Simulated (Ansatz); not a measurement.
# CuO (Tenorite) (C2/c) in Ansatz: settings compared

One crystal, CuO (Tenorite), is run at these levels: PBE, PBE+D3(BJ), PBE+D4; tasks: single point, relaxation of cell and atoms.

Program: Ansatz 0.2.0. These are calculated values, not measurements. Logs are shortened: lines on timing, memory, paths and dates and some standing lists are left out, and cuts for length are marked.

### 1 Starting point

It takes space group C2/c (No. 15, monoclinic). Conventional cell: a = 4.684 Å, b = 3.423 Å, c = 5.129 Å, α = 90.00°, β = 99.54°, γ = 90.00°. Cu (site symmetry -1) is surrounded by 4 O at 1.95 to 1.96 Å. O (site symmetry 2) is surrounded by 4 Cu at 1.95 to 1.96 Å.

### 2 Single point, PBE

File input.yaml:

```yaml
crystal:
  lattice:
    - [2.34185, -1.7113, 0.0]
    - [2.34185, 1.7113, 0.0]
    - [-0.8500274268, 0.0, 5.0578693947]
  atoms:
    - { symbol: Cu, position: [0.5, 0.0, 0.5] }
    - { symbol: Cu, position: [0.0, 0.5, 0.0] }
    - { symbol: O, position: [0.4184, 0.5816, 0.75] }
    - { symbol: O, position: [0.5816, 0.4184, 0.25] }
hamiltonian:
  xc: pbe
  pseudopotentials: { kind: paw }
kpoints:
  mp_grid: { grid: [10, 10, 5] }
scf:
  occupations: { method: gaussian, width: 0.03 }
output:
  forces: true
  stress: true
  eigenvalues: true
```

Potentials or basis: Ansatz PAW.

Command:

```
ansatz run input.yaml --threads 2 --pin off --max-ram 5632MiB --backend cpu --events-out ev --progress --plain --runs-dir out
```

Standard output:

```text
Warning: RAYON_NUM_THREADS=2 ignored (pool sized by the plan → 2); use --threads N
Engine: ansatz 0.2.0, x86_64-unknown-linux-gnu
Pseudopotentials: kind: paw
Pseudopotential: Cu, paw, valence charge 19, recommended cutoff 420 eV (normal), Cu.paw.azcp
Pseudopotential: O, paw, valence charge 6, recommended cutoff 420 eV (normal), O.paw.azcp
Functional definition: PBE
  parameter kappa = 0.804
  parameter beta = 0.06672455060314922
  exchange = pbe_x(kappa = kappa, mu = beta*pi^2/3)
  correlation = pbe_c(beta = beta)
Crystal: 4 atoms, lattice volume = 40.540 Å³
Basis set: ecut = 420 eV, 787 PW (Γ), exchange–correlation on 40×40×72 points (8 copies of the dense FFT grid, shifted against one another)
Bands: 30, of which v1, the nominal top of the filled ones, is band 25 counted from 1 (24 counted from 0)
Symmetry: 4 space group operations
Space group: C2/c (ITA 15), of the structure as read, at distance tolerance 3.4e-5 Å
k-points: 141 of 500
Non-local potential: Cu, projectors of the file, l = 0: 3, l = 1: 2, l = 2: 3, l = 3: 1
Non-local potential: O, projectors of the file, l = 0: 2, l = 1: 2, l = 2: 1
PAW form: soft (Blöchl's): semilocal exchange-correlation on the pseudo side does not see the compensation charge
PAW one-centre angular grid: Cu, 590 points (default); XC on 64 Gauss nodes
PAW one-centre angular grid: O, 110 points (default); XC on 64 Gauss nodes
Initial density: superposition of atomic densities (neutral atoms: chi_scale 0, normalization atom), corrected by the library's trained network
Initial wavefunctions: pseudopotential atomic-orbital guess
Functional: x = pbe(κ = 0.804, μ = 0.2195149727645171), c = pbe(β = 0.06672455060314922)
SCF iter   1: F=—  HF=-14382.351040 eV  |F-HF|=—  |Δ(HF+E_count)|=         —  Δρ=5.15e-3  dr2=2.62e-3  ethr=1.77e-3  ⟨swp⟩=5.7  Hψ=14957  notcnv=0
preconditioner: auto → Kerker (q_TF=auto, 2.825 Å⁻¹)  [metal: Δε(μ)=0.008 eV  Ē_g=11.246 eV  σ=0.030 eV  W_gap=0.14  n_scr=20 (ndim 8)  ℏωp=34.0 eV  f_vac=0.000  D(μ)=2.29/eV (n_scr^D=22)]
SCF iter   2: F=—  HF=-14382.350433 eV  |F-HF|=—  |Δ(HF+E_count)|=   6.06e-4  Δρ=2.51e-3  dr2=7.78e-4  ethr=5.25e-6  ⟨swp⟩=2.0  Hψ=7897  notcnv=0  defer=12
SCF iter   3: F=—  HF=-14382.350257 eV  |F-HF|=—  |Δ(HF+E_count)|=   1.77e-4  Δρ=3.89e-4  dr2=4.74e-5  ethr=1.56e-6  ⟨swp⟩=2.9  Hψ=6427  notcnv=0  defer=12
SCF iter   4: F=—  HF=-14382.350273 eV  |F-HF|=—  |Δ(HF+E_count)|=   1.65e-5  Δρ=1.42e-4  dr2=6.86e-6  ethr=9.48e-8  ⟨swp⟩=2.1  Hψ=6533  notcnv=0  defer=12
SCF iter   5: F=—  HF=-14382.350274 eV  |F-HF|=—  |Δ(HF+E_count)|=   1.03e-6  Δρ=7.02e-5  dr2=1.16e-6  ethr=1.37e-8  ⟨swp⟩=2.5  Hψ=6636  notcnv=0  defer=12
SCF iter   6: F=—  HF=-14382.350274 eV  |F-HF|=—  |Δ(HF+E_count)|=   4.44e-8  Δρ=3.63e-5  dr2=3.62e-7  ethr=2.33e-9  ⟨swp⟩=2.0  Hψ=7478  notcnv=0  defer=12
SCF iter   7: F=-14382.350274 eV  HF=-14382.350274 eV  |F-HF|=1.11e-8  |Δ(HF+E_count)|=   7.42e-8  Δρ=8.52e-6  dr2=2.74e-8  ethr=2.00e-10  ⟨swp⟩=5.2  Hψ=17056  notcnv=0
SCF 1 converged in 7 iterations: F = -14382.350274 eV  dr2 = 2.74e-8
SCF converged after 7 iterations
Free energy (F): -14382.350274 eV
Harris-Foulkes:  -14382.350274 eV  (|F-HF|=1.11e-8)
Internal energy: -14382.349121 eV  (E = F + TS)
E sigma→0 (E₀):  -14382.349698 eV
Entropy (-TS):   -0.001153 eV (-0.288 meV/atom)
Fermi energy:    12.248403 eV
--- Per-component energies (eV) ---
  E_band       = -854.286419
  E_kinetic    = 943.174758
  E_local      = -9663.217972  (includes V_loc(G=0)·N_el)
  E_nonlocal   = 879.141570
  E_hartree    = 4186.599529
  E_xc         = -323.943666
  E_vxc        = -415.866604  (∫ρ·V_xc dr)
  E_paw        = -3639.780976  (= ΣΔE_a)
  E_vpaw       = -970.708545  (= ΣTr[D̂ρ^β])
  E_aug_tail   = 0.005569  (compensation charges beyond the density's cutoff)
  E_ewald      = -6764.327933
  E_smearing   = -0.001153  (= −TS)
  E_closure    = -0.000000  (closes the sum)
  Σ components = -14382.350274   (vs F -14382.350274, Δ=0.00e0)
--- Forces (eV/Å), atoms counted from 1 ---
  atom   1  Cu    -0.00000000    -0.00000000     0.00000000
  atom   2  Cu     0.00000000     0.00000000     0.00000000
  atom   3  O      0.00000000    -0.26141538    -0.00000000
  atom   4  O      0.00000000     0.26141538     0.00000000
  max |Σ_I F_I| component: 1.26e-29 eV/Å
--- Stress (GPa, compression-positive) ---
        5.453801      -0.000000      -1.270587
       -0.000000       6.911782       0.000000
       -1.270590       0.000000       4.698472
  P = ⅓ Tr σ = 5.6880 GPa (56.880 kbar)
--- Band table (eV; the first three rows and the last of 141) ---
  k-point 0: bands = ["-100.3352", "-100.3346", "-57.8699", "-57.8697", "-57.8382", "-57.8295", "-57.4241", "-57.4235", "-7.7321", "-6.3954", "4.0444", "6.6589", "7.0572", "8.9309", "9.1072", "9.1149", "9.1798", "9.2716", "9.5456", "9.6353", "9.8693", "10.0360", "10.0953", "10.5896", "12.4589", "13.1958", "13.9431", "18.2476", "20.3783", "25.5750"]
  k-point 1: bands = ["-100.3352", "-100.3347", "-57.8699", "-57.8697", "-57.8374", "-57.8304", "-57.4240", "-57.4236", "-7.6243", "-6.5489", "4.4248", "6.7401", "7.0871", "8.3178", "8.5874", "8.6477", "9.2916", "9.4773", "9.7343", "9.7490", "9.9678", "10.1565", "10.3384", "10.4848", "12.4273", "13.0402", "14.4764", "17.6934", "21.2135", "25.6164"]
  k-point 2: bands = ["-100.3350", "-100.3348", "-57.8698", "-57.8697", "-57.8352", "-57.8326", "-57.4239", "-57.4237", "-7.3261", "-6.9189", "5.4519", "6.8416", "6.9460", "7.1362", "8.2110", "8.2703", "9.4503", "9.5435", "9.8129", "9.8807", "9.9390", "10.1522", "10.6086", "10.7213", "12.3981", "12.6699", "15.5810", "16.7066", "22.9210", "24.8661"]
  k-point 140: bands = ["-100.3336", "-100.3335", "-57.8831", "-57.8819", "-57.8343", "-57.8325", "-57.4326", "-57.4317", "-6.3280", "-6.2171", "5.3731", "5.8829", "6.5760", "6.6608", "7.0366", "7.4255", "9.4065", "9.6975", "9.9888", "10.0085", "10.5132", "10.5246", "10.9112", "11.0054", "11.5647", "12.2135", "16.8653", "18.0358", "20.8826", "21.5766"]
```

It took 9.5 s on 2 threads of Intel Xeon at 2.50GHz (Skylake/Cascade Lake), shared host; peak memory 0.43 GiB.

Results:

```yaml
Free_energy: -14382.3503 eV
Pressure: 5.7 GPa
Largest_force: 0.261 eV/Å
Band_gap_on_the_k_mesh: none (metal or under the smearing width)
```

Forces on the atoms (eV/Å):
```
Cu   0.000  0.000  0.000
Cu   0.000  0.000  0.000
O    0.000 -0.261  0.000
O    0.000  0.261  0.000
```

Levels at points of the mesh, in eV from the Fermi level:
```tsv
k point	band 22	band 23	band 24	band 25	band 26	band 27	band 28	band 29
(0.00, 0.00, 0.00)	-2.21	-2.15	-1.66	0.21	0.95	1.69	6.00	8.13
(0.00, -0.50, 0.00)	-1.60	-1.51	-1.40	0.01	0.26	4.83	6.27	6.92
(-0.50, -0.50, 0.00)	-2.12	-1.65	-1.21	-0.66	1.07	3.31	7.07	8.46
```

Caveat: the pressure holds a Pulay correction of +0.7 GPa for the finite cutoff; the run has no spin polarisation, though such a crystal can be magnetic; semilocal functionals often make such compounds metallic where correlation or magnetic order opens a gap, which also shifts bond lengths.

### 3 Single point, PBE

Edit input.yaml of step 2 so:

```diff
@@ -16,3 +16,3 @@
 scf:
-  occupations: { method: gaussian, width: 0.03 }
+  occupations: { method: gaussian, width: 0.028 }
 output:
```

Potentials or basis: Ansatz PAW.

Command:

```
ansatz run input.yaml --threads 2 --pin off --max-ram 5632MiB --backend cpu --events-out ev --progress --plain --runs-dir out
```

Standard output:

```text
Warning: RAYON_NUM_THREADS=2 ignored (pool sized by the plan → 2); use --threads N
[... 9 set-up lines as earlier in the session ...]
Crystal: 4 atoms, lattice volume = 40.540 Å³
Basis set: ecut = 420 eV, 787 PW (Γ), exchange–correlation on 40×40×72 points (8 copies of the dense FFT grid, shifted against one another)
Bands: 30, of which v1, the nominal top of the filled ones, is band 25 counted from 1 (24 counted from 0)
[... 2 set-up lines as earlier in the session ...]
k-points: 141 of 500
[... 1 set-up line as earlier in the session ...]
[... 18 lines left out ...]
Free energy (F): -14382.350200 eV
Harris-Foulkes:  -14382.350200 eV  (|F-HF|=1.11e-8)
Internal energy: -14382.349197 eV  (E = F + TS)
E sigma→0 (E₀):  -14382.349698 eV
Entropy (-TS):   -0.001003 eV (-0.251 meV/atom)
Fermi energy:    12.248493 eV
--- Per-component energies (eV) ---
  E_band       = -854.286868
  E_kinetic    = 943.174658
  E_local      = -9663.217260  (includes V_loc(G=0)·N_el)
  E_nonlocal   = 879.141190
  E_hartree    = 4186.598960
  E_xc         = -323.943668
  E_vxc        = -415.866608  (∫ρ·V_xc dr)
  E_paw        = -3639.780713  (= ΣΔE_a)
  E_vpaw       = -970.708080  (= ΣTr[D̂ρ^β])
  E_aug_tail   = 0.005569  (compensation charges beyond the density's cutoff)
  E_ewald      = -6764.327933
  E_smearing   = -0.001003  (= −TS)
  E_closure    = -0.000000  (closes the sum)
  Σ components = -14382.350200   (vs F -14382.350200, Δ=0.00e0)
--- Forces (eV/Å), atoms counted from 1 ---
  atom   1  Cu     0.00000000     0.00000000     0.00000000
  atom   2  Cu     0.00000000     0.00000000     0.00000000
  atom   3  O      0.00000000    -0.26143612    -0.00000000
  atom   4  O      0.00000000     0.26143612     0.00000000
  max |Σ_I F_I| component: 2.52e-29 eV/Å
--- Stress (GPa, compression-positive) ---
        5.455256      -0.000000      -1.273986
       -0.000000       6.909977       0.000000
       -1.273989       0.000000       4.696801
  P = ⅓ Tr σ = 5.6873 GPa (56.873 kbar)
--- Band table (eV; the first three rows and the last of 141) ---
  k-point 0: bands = ["-100.3352", "-100.3346", "-57.8700", "-57.8698", "-57.8381", "-57.8295", "-57.4241", "-57.4236", "-7.7321", "-6.3954", "4.0444", "6.6589", "7.0571", "8.9309", "9.1072", "9.1149", "9.1798", "9.2717", "9.5456", "9.6353", "9.8693", "10.0360", "10.0952", "10.5896", "12.4589", "13.1958", "13.9431", "18.2476", "20.3783", "25.5750"]
  k-point 1: bands = ["-100.3352", "-100.3347", "-57.8699", "-57.8698", "-57.8373", "-57.8303", "-57.4240", "-57.4236", "-7.6243", "-6.5489", "4.4248", "6.7401", "7.0871", "8.3179", "8.5874", "8.6476", "9.2916", "9.4773", "9.7343", "9.7490", "9.9677", "10.1565", "10.3384", "10.4847", "12.4273", "13.0402", "14.4764", "17.6934", "21.2135", "25.6164"]
  k-point 2: bands = ["-100.3350", "-100.3348", "-57.8698", "-57.8698", "-57.8352", "-57.8325", "-57.4239", "-57.4237", "-7.3261", "-6.9189", "5.4520", "6.8417", "6.9460", "7.1361", "8.2110", "8.2703", "9.4502", "9.5435", "9.8129", "9.8807", "9.9390", "10.1522", "10.6086", "10.7213", "12.3981", "12.6699", "15.5810", "16.7066", "22.9210", "24.8661"]
  k-point 140: bands = ["-100.3336", "-100.3335", "-57.8832", "-57.8819", "-57.8343", "-57.8324", "-57.4326", "-57.4318", "-6.3280", "-6.2171", "5.3731", "5.8829", "6.5761", "6.6608", "7.0366", "7.4255", "9.4065", "9.6975", "9.9888", "10.0085", "10.5132", "10.5246", "10.9112", "11.0054", "11.5647", "12.2135", "16.8653", "18.0358", "20.8826", "21.5766"]
```

Wall time 8.2 s (2 threads of Intel Xeon at 2.50GHz (Skylake/Cascade Lake), shared host); peak memory 0.43 GiB.

Results:

```
Free energy            : -14382.3502 eV
Pressure               : 5.7 GPa
Largest force          : 0.261 eV/Å
Band gap on the k mesh : none (metal or under the smearing width)
```

Forces in eV/Å, atoms in the order of the input:
```
Cu   0.000  0.000  0.000
Cu   0.000  0.000  0.000
O    0.000 -0.261  0.000
O    0.000  0.261  0.000
```

Caveat: the pressure holds a Pulay correction of +0.7 GPa for the finite cutoff; the run has no spin polarisation, though such a crystal can be magnetic; semilocal functionals often make such compounds metallic where correlation or magnetic order opens a gap, which also shifts bond lengths. With open d or f shells a metallic result of PBE can be an artefact of self-interaction; +U or a hybrid may open a gap.

### 4 Relaxation of cell and atoms, PBE+D3(BJ)

Edit input.yaml of step 3 so:

```diff
@@ -13,2 +13,3 @@
   pseudopotentials: { kind: paw }
+  dispersion: d3bj
 kpoints:
@@ -16,3 +17,3 @@
 scf:
-  occupations: { method: gaussian, width: 0.028 }
+  occupations: { method: fermi_dirac, width: 0.05 }
 output:
@@ -20,2 +21,9 @@
   stress: true
-  eigenvalues: true
+  write_density: true
+  write_potential: true
+  elf: true
+  volumetric_format: npy
+relax:
+  f_tol: 0.01
+  max_steps: 40
+  cell: { stress_tol: 0.05 }
```

Command:

```
ansatz run input.yaml --threads 2 --pin off --max-ram 5632MiB --backend cpu --events-out ev --progress --plain --runs-dir out
```

Wall time 3.2 min (2 threads of Intel Xeon at 2.50GHz (Skylake/Cascade Lake), shared host); peak memory 0.48 GiB.

Results (log left out):

```
Free energy                            : -14383.6112 eV
Relaxed volume                         : 10.90 Å³/atom
Relaxed cell                           : a = 2.912 Å, b = 2.912 Å, c = 5.141 Å, α = 90.01°, β = 90.01°, γ = 89.65°
Space group after relaxing (to 0.05 Å) : P4_2/mmc (No. 131)
Energy gained by relaxing              : 30.2 meV/atom
Ionic steps                            : 22
Pressure after relaxing                : 0.0 GPa
Band gap on the k mesh                 : none (metal or under the smearing width)
```

Step by step:
```tsv
step	energy change (eV)	largest force (eV/Å)	volume (Å³)
1	0.0000	0.2638	40.54
2	-0.0163	0.2335	41.10
3	-0.0451	0.0570	41.81
4	-0.0498	0.0130	42.68
5	-0.0578	0.0008	42.48
6	-0.0577	0.0006	42.53
7	-0.0871	0.0011	42.53
8	-0.0991	0.0104	42.95
9	-0.1010	0.0366	43.49
10	-0.1026	0.0013	43.33
11	-0.1025	0.0003	43.34
12	-0.1139	0.0019	43.34
13	-0.1172	0.0017	43.50
14	-0.1174	0.0002	43.55
15	-0.1174	0.0004	43.54
16	-0.1174	0.0000	43.55
17	-0.1199	0.0005	43.55
18	-0.1204	0.0003	43.58
19	-0.1204	0.0000	43.59
20	-0.1209	0.0001	43.59
21	-0.1210	0.0005	43.59
22	-0.1210	0.0005	43.59
```

Final structure:
```cif
data_structure
_symmetry_space_group_name_H-M 'P 1'
_symmetry_Int_Tables_number 1
_cell_length_a 2.9118
_cell_length_b 2.9118
_cell_length_c 5.1415
_cell_angle_alpha 90.012
_cell_angle_beta 90.012
_cell_angle_gamma 89.653
_cell_volume 43.59
loop_
_atom_site_label
_atom_site_type_symbol
_atom_site_fract_x
_atom_site_fract_y
_atom_site_fract_z
_atom_site_occupancy
Cu1 Cu 0.50000 0.00000 0.50000 1
Cu2 Cu 0.00000 0.50000 0.00000 1
O1 O 0.49994 0.50006 0.75000 1
O2 O 0.50006 0.49994 0.25000 1
```

Levels at points of the mesh, in eV from the Fermi level:
```csv
k point,band 21,band 22,band 23,band 24,band 25,band 26,band 27,band 28,band 29,band 30
"(0.00, 0.00, 0.00)",-2.42,-2.40,-2.31,-1.96,0.69,0.70,1.44,6.10,7.32,13.36
"(0.00, -0.50, 0.00)",-2.29,-1.92,-1.58,-1.52,0.24,0.48,3.60,5.91,6.51,10.99
"(-0.50, -0.50, 0.00)",-2.37,-2.37,-1.59,-1.19,-1.19,1.16,2.07,7.12,9.85,9.96
```

Caveat: the plane-wave basis is chosen anew once the cell has moved, so the energies of steps on either side of that aren't comparable; the pressure holds a Pulay correction of +0.7 GPa for the finite cutoff; the run has no spin polarisation, though such a crystal can be magnetic; semilocal functionals often make such compounds metallic where correlation or magnetic order opens a gap, which also shifts bond lengths; pairwise dispersion overbinds metals, which lowers pressure and volume.

(Part 1 of 2 ends here.)
